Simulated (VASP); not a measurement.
Set up this calculation in VASP 6.6.1, as the native input.

```
Task                   : Born charges and dielectric tensor
Functional             : PBE
Potentials or basis    : VASP PAW PBE potentials, release 64 (Zn, Se)
Cutoff                 : 520 eV
k mesh                 : 2 × 2 × 2
Occupations            : gaussian, width 0.02 eV
Spin                   : no spin polarisation
Further INCAR settings : ALGO = Normal; EDIFF = 1e-08; IBRION = 8; NSW = 1
```

The structure of ZnSe lies in POSCAR:

```
ZnSe                                    
1.0
    0.0000000000      2.9611006021      2.9611006021
    2.9611006021      0.0000000000      2.9611006021
    2.9611006021      2.9611006021      0.0000000000
  Zn              Se            
     1     1
Direct
     1.0000000000000000    1.0000000000000000    0.0000000000000000
     0.2500000000000000    0.2500000000000000    0.2500000000000000
```

One way to write it, as run:

INCAR

```
  ALGO = Normal
  EDIFF = 1E-8
  ENCUT = 520
  GGA = PE
  IBRION = 8
  ISIF = 2
  ISMEAR = 0
  LASPH = T
  LCHARG = F
  LEPSILON = T
  LREAL = F
  LWAVE = F
  NELM = 60
  NSW = 1
  PREC = Accurate
  SIGMA = 0.02
```

KPOINTS

```
k-points
0
Gamma
  2 2 2
```

Potentials or basis: VASP PAW PBE potentials, release 64 (Zn, Se).

The run is started by

```console
$ cat potpaw_PBE.64/Zn/POTCAR potpaw_PBE.64/Se/POTCAR > POTCAR
$ mpirun -np 1 vasp_std > vasp.out
```

Results of the run:

| Property | Result |
| --- | --- |
| Band gap on the k mesh | 0.61 eV, direct |
| Electronic dielectric tensor (diagonal) | 312.72 |
| Born charges (mean of the diagonal) | Zn +11.38; Se -11.38 e |
| Highest phonon frequency at Γ, LO-TO splitting left out | 158 cm⁻¹ |

Caveat: the k mesh is coarse (spacing up to 0.92 Å⁻¹), so the values aren't converged; the gap is small at this level, which inflates the dielectric constant.

It took 60 s on 1 thread of Intel(R) Xeon(R) 6975P-C (Granite Rapids), on a shared host, peak memory 0.2 GiB.
